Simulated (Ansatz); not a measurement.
# Σ3 (112) boundary in bcc Ta with Al (substitutional): structure and resistance, part 2 of 2

How much does the Σ3 (112) boundary in bcc Ta with Al (substitutional) reflect electrons?

Ansatz 0.2.0; Ansatz plane-wave DFT, PBE, PAW files; relaxation of a bicrystal slab with its lowest layers held; PAW set soft_1 (the session's first sound run).

So far. Step 2 (Relaxing the bicrystal): The largest force component on a free atom ends at 0.028 eV/Å, under the tolerance of 0.03, after 19 steps.

### 3. Transmission across the boundary

Bulk layers of each grain are laid under and over the relaxed boundary, and a lead is named in the middle of each, away from the free faces. The mesh across the current, 22×14, is finer than the density's, because channels open and close sharply across the zone. Energies from -0.1 to 0.1 eV in steps of 0.05 eV are too few for the program's thermal sum, so it prints no conductance; for a metal the transmission near the Fermi level serves, at a fraction of the cost.

This step: Ansatz plane-wave DFT, PBE, PAW files; ballistic transport by layer matching (Landauer), zero bias; boundary relaxed in a short slab, bulk layers laid on; PAW set soft_1 (Ansatz 0.2.0).

System of this step: Σ3 (112) boundary in bcc Ta with Al (substitutional). The cell holds 33 atoms: 32 Ta and 1 Al. Its edges and angles: a = 2.860 Å, b = 4.671 Å, c = 51.240 Å, α = 90.0°, β = 90.0°, γ = 90.0°. It derives from Ta. Regions: lower grain, 13 atoms (13 Ta); boundary, 9 atoms (8 Ta and 1 Al); upper grain, 11 atoms (11 Ta). Vacuum lies along c.

The input, input.yaml:

```yaml
crystal:
  lattice:
    - [2.8601008575, 0.0, 0.0]
    - [0.0, 4.6705251426, 0.0]
    - [0.0, 0.0, 51.239787286]
  atoms:
    - { symbol: Ta, position: [-5.6666666666, -8.5, 0.0780643366] }
    - { symbol: Ta, position: [-5.3333333333, -8.0, 0.1043771795] }
    - { symbol: Ta, position: [-5.0, -7.5, 0.1306900224] }
    - { symbol: Ta, position: [-4.6666666666, -7.0, 0.1570028653] }
    - { symbol: Ta, position: [-4.3333333333, -6.5, 0.1833157082] }
    - { symbol: Ta, position: [-4.0, -6.0, 0.2096285512] }
    - { symbol: Ta, position: [-3.6666666666, -5.5, 0.2359413941] }
    - { symbol: Ta, position: [-3.3333333333, -5.0, 0.262254237] }
    - { symbol: Ta, position: [-3.0, -4.5, 0.2885670799] }
    - { symbol: Ta, position: [-2.6666666666, -4.0, 0.3148799229] }
    - { symbol: Ta, position: [-2.3333333333, -3.5, 0.3411927658] }
    - { symbol: Ta, position: [-2.0, -3.0, 0.3675056087] }
    - { symbol: Ta, position: [-1.6666666666, -2.5, 0.3938184516] }
    - { symbol: Ta, position: [0.6666666667, 0.0, 0.4201312945] }
    - { symbol: Ta, position: [0.0061595799, 0.5, 0.4476151806] }
    - { symbol: Ta, position: [0.3379665609, 0.0, 0.4728275907] }
    - { symbol: Ta, position: [0.6659915402, 0.5, 0.499312906] }
    - { symbol: Al, position: [-0.0070084342, 0.0, 0.5245302646] }
    - { symbol: Ta, position: [0.3350900295, 0.5, 0.5525182734] }
    - { symbol: Ta, position: [-0.1011474397, 0.0, 0.5795219859] }
    - { symbol: Ta, position: [-0.4028174433, 0.5, 0.6057709419] }
    - { symbol: Ta, position: [0.2604101327, 0.0, 0.6324943913] }
    - { symbol: Ta, position: [-2.0729232007, -2.5, 0.6588072342] }
    - { symbol: Ta, position: [-2.406256534, -3.0, 0.6851200771] }
    - { symbol: Ta, position: [-2.7395898673, -3.5, 0.7114329201] }
    - { symbol: Ta, position: [-3.0729232007, -4.0, 0.737745763] }
    - { symbol: Ta, position: [-3.406256534, -4.5, 0.7640586059] }
    - { symbol: Ta, position: [-3.7395898673, -5.0, 0.7903714488] }
    - { symbol: Ta, position: [-4.0729232007, -5.5, 0.8166842918] }
    - { symbol: Ta, position: [-4.406256534, -6.0, 0.8429971347] }
    - { symbol: Ta, position: [-4.7395898673, -6.5, 0.8693099776] }
    - { symbol: Ta, position: [-5.0729232007, -7.0, 0.8956228205] }
    - { symbol: Ta, position: [-5.406256534, -7.5, 0.9219356634] }
kpoints:
  mp_grid: { grid: [9, 6, 1] }
hamiltonian:
  xc: pbe
  pseudopotentials: { kind: paw, azcp: { folder: soft_1 } }
scf:
  occupations: { method: fermi_dirac, width: 0.1 }
output:
  transmission:
    leads: [[7, 8], [26, 27]]
    kmesh: [22, 14]
    e_range: [-0.1, 0.1]
    de: 0.05
  write_potential: true
  write_density: true
  volumetric_format: npy
  elf: true
```

Run with:

```bash
ansatz run input.yaml --threads 4 --pin off --max-ram 15360MiB --backend cpu --events-out ev --progress --plain --runs-dir out
```

Numbers of over 12 decimals in the logs are rounded to 6 here.

What it wrote:

```text
[...]
Crystal: 33 atoms, lattice volume = 684.470 Å³
Basis set: ecut = 420 eV, 13393 PW (Γ)
Bands: 252, of which v1, the nominal top of the filled ones, is band 210 counted from 1 (209 counted from 0)
Symmetry: 2 space group operations
[...]
k-points: 20 of 54 (time reversal used)
[...]
SCF iter   1: F=—  HF=-318408.355387 eV  |F-HF|=—  |Δ(HF+E_count)|=         —  Δρ=5.00e-2  dr2=7.79e2  ethr=3.10e-3  ⟨swp⟩=7.9  Hψ=21837  notcnv=0  defer=43
[...]
SCF iter  12: F=-318396.907618 eV  HF=-318396.907618 eV  |F-HF|=3.49e-10  |Δ(HF+E_count)|=   1.36e-8  Δρ=5.20e-7  dr2=3.43e-9  ethr=2.39e-11  ⟨swp⟩=20.4  Hψ=19179  notcnv=0
SCF 1 converged in 12 iterations: F = -318396.907618 eV  dr2 = 3.43e-9
[...]
transmission: 528 of 5280 steps passed
transmission: 1062 of 5280 steps passed
[...]
transmission: 5280 of 5280 steps passed
WARN: The output density's exchange-correlation potential varies sharply where the density is thin. Do not read a vacuum level from v_tot or v_xc, or from such a field of the output density. On a cell that repeats whose density bears no net charge and no dipole along the vacuum's axis use v_es (v_loc + v_h of the components); under efield.dipole_correction with no amplitude use v_es + v_field, which holds any externa [...]
SCF converged after 12 iterations
Free energy (F): -318396.907618 eV
[...]
Internal energy: -318395.475885 eV  (E = F + TS)
E sigma→0 (E₀):  -318396.191752 eV
Entropy (-TS):   -1.431733 eV (-43.386 meV/atom)
Fermi energy:    15.362424 eV
[...]
--- Band table (eV; the first three rows and the last of 20) ---
  k-point 0: bands = [... 206 lower, 15.4490, 15.4722, 15.5466, 15.5643, 15.5920, 15.6738, 15.6856, 15.7119, ... 38 higher]
  k-point 1: bands = [... 206 lower, 15.3461, 15.3669, 15.4016, 15.4588, 15.5265, 15.5864, 15.6257, 15.6665, ... 38 higher]
  k-point 2: bands = [... 206 lower, 15.3114, 15.3311, 15.3695, 15.3726, 15.3897, 15.3969, 15.4786, 15.5449, ... 38 higher]
  k-point 19: bands = [... 206 lower, 15.4838, 15.5689, 15.5973, 15.6453, 15.6725, 15.7199, 15.7245, 15.8877, ... 38 higher]
--- Transmission ---
  basis      : 119 plane waves across, 55 finite elements along
  points     : 96, standing for a mesh of 22 x 14
  energies   : 5 from -0.100000 to 0.100000 eV about the Fermi level, 0.050000 eV apart; the leads are filled to 0.000000 eV, and channels, transmission and decay are at 0.000000 eV
  crystal 0  : Ta2, at the sites [7, 8], period 2.6965 Å, over 18.88 Å; its Hamiltonian steps by up to 29.4 meV: too much for a lead, lay more layers or, if its atoms are ordered, name the step of that order
    offset         : up to 0.0000 Å between an atom of the period and one for which it stands
    channels       : 3.055195e0 a spin
    conductance    : none, the energies end too early or step too widely for 300 K: set another output.transmission.e_range or a lower de, or, where they end at an eighth of basis.ecutwfc, a higher one
[...]
channels       : 3.029221e0 a spin
[...]
junction   : crystal 0 to crystal 1, 12.76 to 37.13 Å
    transmission   : 1.231703e0 a spin
[...]
```

The job ended after 8.4 min (4 threads of Arm Neoverse V1, shared host; peak memory 5.4 GiB; 31 min of CPU time).

This step gave:

```yaml
free_energy: -318396.9076 eV
energy_at_zero_smearing: -318396.1918 eV
fermi_energy: 15.36 eV
cell_area: 13.36 Å²
transmission_per_spin_nearest_the_fermi_level: 1.232
open_channels_per_spin_nearest_the_fermi_level: 3.055
open_channels_per_spin_upper_lead: 3.029
step_of_the_lead_s_potential: 29.4 meV
step_of_the_upper_lead_s_potential: 11.7 meV
```

Per spin. The transmission, zone mean by energy, zero at the Fermi level:

```
energy (eV)  transmission, zone mean
    -0.1000                     1.31
    -0.0500                     1.26
     0.0000                     1.23
     0.0500                     1.18
     0.1000                     1.11
```

Per spin. Table of open channels, zone mean by energy, zero at the Fermi level:

```
energy (eV)  lead  upper lead
    -0.1000  3.20        3.17
    -0.0500  3.08        3.07
     0.0000  3.06        3.03
     0.0500  2.93        2.93
     0.1000  2.77        2.73
```

Transmission over k1 and k2. At 0.0000 eV from the Fermi level.

Values, 14 rows by 16 columns, each cell a mean:
```
1.55 1.61 1.64 1.15 1.36 1.91 2.07 1.62 1.58 1.66 2.19 1.70 1.30 1.23 1.69 1.58
0.95 1.49 1.62 0.95 1.29 1.74 1.70 1.34 1.26 1.39 1.80 1.63 1.17 1.06 1.73 1.30
1.41 1.28 0.89 1.00 1.28 1.51 1.44 1.29 1.29 1.24 1.55 1.47 1.16 0.97 0.97 1.34
1.92 1.58 0.88 0.85 1.01 1.39 1.29 1.22 1.14 1.27 1.27 1.36 0.87 0.89 1.03 1.71
0.74 1.00 1.01 0.91 1.07 1.39 1.28 1.12 0.91 1.18 1.28 1.36 0.96 0.96 1.04 0.95
0.63 0.75 0.89 0.87 1.25 1.42 1.03 0.88 0.85 0.90 1.11 1.48 1.08 0.88 0.86 0.72
0.62 0.69 0.81 0.92 1.27 1.40 0.87 0.61 0.51 0.66 0.98 1.50 1.09 0.92 0.78 0.67
0.63 0.75 0.89 0.87 1.25 1.42 1.03 0.88 0.85 0.90 1.11 1.48 1.08 0.88 0.86 0.72
0.74 1.00 1.01 0.91 1.07 1.39 1.28 1.12 0.91 1.18 1.28 1.36 0.96 0.96 1.04 0.95
1.92 1.58 0.88 0.85 1.01 1.39 1.29 1.22 1.14 1.27 1.27 1.36 0.87 0.89 1.03 1.71
1.41 1.28 0.89 1.00 1.28 1.51 1.44 1.29 1.29 1.24 1.55 1.47 1.16 0.97 0.97 1.34
0.95 1.49 1.62 0.95 1.29 1.74 1.70 1.34 1.26 1.39 1.80 1.63 1.17 1.06 1.73 1.30
1.55 1.61 1.64 1.15 1.36 1.91 2.07 1.62 1.58 1.66 2.19 1.70 1.30 1.23 1.69 1.58
1.49 1.48 1.67 1.29 1.24 1.31 1.42 0.55 0.33 0.79 1.50 1.23 1.29 1.35 1.68 1.41
```
Columns: k1 (b1) from -0.5 to 0.455; rows upwards: k2 (b2) from -0.5 to 0.429.

Open channels over k1 and k2. At 0.0000 eV from the Fermi level.

Values, 14 rows by 16 columns, each cell a mean:
```
4.00 4.00 4.00 3.27 2.00 4.00 4.55 3.27 3.00 3.55 4.73 3.27 2.00 3.82 4.00 4.00
3.00 3.55 3.91 2.64 2.64 4.09 4.55 4.00 3.27 4.00 4.73 3.64 2.36 3.09 4.00 3.27
3.00 3.00 2.91 2.00 2.64 3.91 4.00 4.73 5.00 4.45 4.00 3.64 2.36 2.18 3.00 3.00
4.00 3.45 2.09 1.00 2.27 4.45 3.45 4.73 5.00 4.45 3.36 4.27 1.73 1.18 2.45 3.73
2.00 2.00 1.91 1.00 1.64 3.64 3.00 3.00 3.00 3.00 3.09 3.27 1.36 1.18 2.00 2.00
2.00 2.00 1.91 1.00 2.27 3.73 3.00 3.00 3.00 3.00 3.09 3.64 1.73 1.18 2.00 2.00
2.00 2.00 2.00 1.64 2.27 3.73 3.00 3.00 3.00 3.00 3.09 3.64 1.73 1.91 2.00 2.00
2.00 2.00 1.91 1.00 2.27 3.73 3.00 3.00 3.00 3.00 3.09 3.64 1.73 1.18 2.00 2.00
2.00 2.00 1.91 1.00 1.64 3.64 3.00 3.00 3.00 3.00 3.09 3.27 1.36 1.18 2.00 2.00
4.00 3.45 2.09 1.00 2.27 4.45 3.45 4.73 5.00 4.45 3.36 4.27 1.73 1.18 2.45 3.73
3.00 3.00 2.91 2.00 2.64 3.91 4.00 4.73 5.00 4.45 4.00 3.64 2.36 2.18 3.00 3.00
3.00 3.55 3.91 2.64 2.64 4.09 4.55 4.00 3.27 4.00 4.73 3.64 2.36 3.09 4.00 3.27
4.00 4.00 4.00 3.27 2.00 4.00 4.55 3.27 3.00 3.55 4.73 3.27 2.00 3.82 4.00 4.00
4.00 4.00 4.00 3.27 2.00 3.82 4.00 2.55 2.00 3.09 4.00 3.27 2.00 3.82 4.00 4.00
```
Columns: k1 (b1) from -0.5 to 0.455; rows upwards: k2 (b2) from -0.5 to 0.429.

ELF in the ca plane at fractional y = 0.000, with atoms of Ta and Al within 0.2 Å of it. It is the smooth field of the valence electrons, not physical close to the nuclei.

Ten even steps from '0' (0.07) to '9' (0.73), each cell a mean:
```
97596233798314533335784010562493095243232234
59973327968724543334787212651398794265333453
23423427716933335521477655542148851353222353
43335515979733279972157765443223323432586333
32224522687332495494147766555543345525979723
36741343232353394395157545775323324427806933
89883255333563269983265001784137852327958724
94186243232244225632572040573288794233898314
```
Columns run along c (16.0 Å, from fractional 0.36 to 0.67 of the cell), rows up along a (2.9 Å). Atoms in or near the plane, at fractional coordinates: Ta at (0.37, 0.00), Ta at (0.42, 0.67), Ta at (0.47, 0.34), Al at (0.52, 0.99), Ta at (0.58, 0.90), Ta at (0.63, 0.26).

Valence density in the ca plane at fractional y = 0.000, with atoms of Ta and Al within 0.2 Å of it. It is the smooth field of the valence electrons, not physical close to the nuclei.

Ten even steps from '0' (0.1 e/Å³) to '9' (4.5 e/Å³), each cell a mean:
```
69982001354100000000000000000179882000011000
25631003899400000000000000000159971000000000
01100004989510012210000000000024520000000000
00000002798300137741000000000001100000243100
00000001243100179972000000000000000002798300
13310000000000179982000000000000100003989510
48961000000000138841000000000014420003899400
79883000010000012210000000000159961001464100
```
Columns run along c (16.0 Å, from fractional 0.36 to 0.67 of the cell), rows up along a (2.9 Å). Atoms in or near the plane, at fractional coordinates: Ta at (0.37, 0.00), Ta at (0.42, 0.67), Ta at (0.47, 0.34), Al at (0.52, 0.99), Ta at (0.58, 0.90), Ta at (0.63, 0.26).

Electrostatic potential energy in the ca plane at fractional y = 0.000, with atoms of Ta and Al within 0.2 Å of it. With pseudopotentials it is smooth inside the atoms' cores, unlike the true potential.

Ten even steps from '0' (-50 eV) to '9' (17 eV), each cell a mean:
```
30026897534799999999997998799620016899878999
63358985201489999999998777899741036999999999
87789984100479986679999888999864468999888999
99999986212589852247999999999988889998655799
98899998645799730026999999999999999986212589
75568999888999720026898778999998889985100479
42137999999999852247997887899875468985201489
30015899878999986679987998799741036997534799
```
Columns run along c (16.0 Å, from fractional 0.36 to 0.67 of the cell; values clipped at the 3rd and 97th percentile), rows up along a (2.9 Å). Atoms in or near the plane, at fractional coordinates: Ta at (0.37, 0.00), Ta at (0.42, 0.67), Ta at (0.47, 0.34), Al at (0.52, 0.99), Ta at (0.58, 0.90), Ta at (0.63, 0.26).

Over the solved energies the transmission per spin lies between 1.11 and 1.31, out of 3.01 channels of the lead on average (up to 3.20). The log calls the step of a lead's potential too much.

### 4. Specific resistance

This step: Ansatz plane-wave DFT, PBE, PAW files; ballistic transport by layer matching (Landauer), zero bias; specific resistance of the boundary; PAW set soft_1 (Ansatz 0.2.0).

This step gave:

```
area resistance                      : 0.8373 fΩ m²
T over the leads' mean channel count : 0.4073
```

Averaged over the energies near the Fermi level, 40.7 % of the channels pass, which makes 0.837 fΩ m².

By hand, with T and the leads' channels N averaged over the energies near the Fermi level: RA = A (h/2e²)(1/T − ½[1/N₁ + 1/N₂]) = 13.36×10⁻²⁰ m² × 12 906 Ω × (1/1.220 − ½[1/3.007 + 1/2.986]) = 0.837 fΩ m².

### 5. Summary of results

- specific resistance of the boundary: 0.837 fΩ m²
- share of channels that pass: 0.407

The boundary has a specific resistance of 0.84 fΩ m². The boundary reflects 59 % of the channels; 0.84 fΩ m² is 8.4×10⁻¹² Ω·cm². That equals the resistance of 6.2 nm of bulk Ta at 300 K (measured 13.5 µΩ cm, CRC Handbook of Chemistry and Physics, 84th ed., 2003, Electrical Resistivity of Pure Metals). One Al in 13.4 Å² of boundary is a high coverage. In the relaxation the upper grain slid sideways by about 1.2 Å, so the result belongs to the position that it found, not to the starting one. Each plane of this narrow cell holds one atom, so the solute fills a whole plane. One starting structure was relaxed; another shift or atom count at the boundary may lie lower. Spin-orbit coupling is left out, which matters for Ta. A lead's potential steps by up to 29 meV from period to period, which the log calls too much, so longer leads could move the result.

[Logs are printed without paths, hosts, clocks, repeated set-up lines and the standing remarks that a program may print on its own settings, such as how far it seeks lower states.]

[Hosts, paths, dates, database ids (printed as entryN), source tags and the programs' standing remarks are cut or masked in the printed files.]
